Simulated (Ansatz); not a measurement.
Runs of Ansatz 0.2.0 on C. The structure is trigonal, space group R-3m (No. 166). Conventional cell: a = 2.466 Å, b = 2.466 Å, c = 24.848 Å, α = 90.00°, β = 90.00°, γ = 120.00°. C (site symmetry 3m) has 3 C at 1.42 Å as nearest neighbours. C (site symmetry 3m) has 3 C at 1.42 Å as nearest neighbours. This isn't the form of C at room conditions, which is graphite.

```tsv
task	level	potentials or basis	spin	cell	k mesh	cutoff (eV)	smearing	points for each segment of the path	broadening	other keys	gap on the mesh (eV)	pressure (GPa)	largest force (eV/Å)
density of states	SVWN5	JTH PAW LDA	off	as given	12 × 12 × 12	780	fermi-dirac 0.1 eV	-	-	-	0.19	-6.7	0.01
atomic charges	r2SCAN+D3(BJ)-ATM	SSSP efficiency PAW	off	cell strained at random at fixed volume	9 × 9 × 9	612	cold 0.1 eV	-	-	-	0.10	-4.6	0.05
band structure	LDA	JTH PAW LDA	collinear, ferrimagnetic start	as given	12 × 12 × 12	780	gaussian 0.02 eV	14	-	-	0.19	-6.6	0.01
relaxation of cell and atoms	LDA+D3(BJ)	JTH PAW LDA	off	relaxed	12 × 12 × 12	780	fermi-dirac 0.15 eV	-	-	-	-	0.0	-
optical spectrum	r2SCAN	Ansatz PAW	SOC, no magnetisation	as given	12 × 12 × 12	500	fixed	-	0.05 eV	basis.ecutrho_ratio = 4; hamiltonian.pseudopotentials = kind paw_fr; …	(a)	-	-
```

Task: Estimate the missing entries.

Result: (a) 0.20.

Caveats: odd divisions of the mesh miss points on the zone boundary, where band edges often lie, so the gap on the mesh can be too wide (some runs); the k mesh misses the band edges, so the gap on the mesh is wider than the one along the path (some runs); the starting moments weren't kept (some runs); the plane-wave basis is chosen anew once the cell has moved, so the energies of steps on either side of that aren't comparable (some runs); the dispersion damping was fitted for another functional or another form of the correction (some runs); spectra need much finer meshes, so this one isn't converged (some runs).

Runs at the PBE level aren't shown here.
